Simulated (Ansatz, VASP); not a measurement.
**B: VASP beside Ansatz**

POSCAR

```
B
1.0
    1.8328314952      0.0000000000      0.0000000000
    0.0000000000      1.8328314952      0.0000000000
    0.0000000000      0.0000000000      1.8328314952
B
1
Direct
    0.0000000000      0.0000000000      0.0000000000
```

File INCAR.step1:

```
ALGO = Normal ; EDIFF = 1E-4
ENCUT = 520 ; GGA = PE
ISMEAR = -1 ; LASPH = T
LCHARG = F ; LREAL = F
LWAVE = T ; NBANDS = 8
NELM = 80 ; PREC = Accurate
SIGMA = 0.1
```

INCAR.step2

```
ALGO = Normal ; EDIFF = 1E-6
ENCUT = 520 ; ISIF = 2
ISMEAR = -1 ; ISTART = 1
LASPH = T ; LCHARG = T
LELF = T ; LMIXTAU = T
LREAL = F ; LVHAR = T
LWAVE = F ; METAGGA = R2SCAN
NBANDS = 8 ; NELM = 80
PREC = Accurate ; SIGMA = 0.1
```

Contents of KPOINTS:

```
k-points
0
Gamma
  19 19 19
```

Input for Ansatz:

```yaml
crystal:
  lattice:
    - [1.8328314952, 0.0, 0.0]
    - [0.0, 1.8328314952, 0.0]
    - [0.0, 0.0, 1.8328314952]
  atoms:
    - { symbol: B, position: [0.0, 0.0, 0.0] }
hamiltonian:
  xc: r2scan
  pseudopotentials:
    kind: paw
    azcp:
      B: "pseudopotentials/B.paw.azcp"
basis:
  ecutwfc: 500
  fft_grid_basis: typed
kpoints:
  mp_grid: { grid: [19, 19, 19], shift: [0, 0, 0] }
magnetization:
  spin_polarized: false
scf:
  occupations: { method: fermi_dirac, width: 0.1 }
  lower_state_search: "off"
output:
  stress: true
  write_density: true
  write_potential: true
  elf: true
  volumetric_format: npy
```

Alike in both runs: task single point; functional r2SCAN; k mesh 19 × 19 × 19; occupations fermi-dirac, width 0.1 eV; no spin polarisation.

```csv
,VASP,Ansatz
version,VASP 6.6.1,Ansatz 0.2.0
potentials or method,"VASP PAW PBE potentials, release 64 (B)","plane waves (500 eV) with PAW, scalar-relativistic"
plane-wave cutoff (eV),520,500
valence electrons in the cell,3,3
```

VASP gave:

* pressure (GPa): 23.0

Question: What did Ansatz give for the same quantities?

Answer: Pressure (GPa): 22.9.

The functional is the same, so the differences come from potentials, cutoffs and numerics.

Caveats: so large a pressure means that the cell lies far from this level's equilibrium, or that cutoff or potentials fall short (VASP); the potentials were made for another functional, which shifts forces and pressure (VASP).
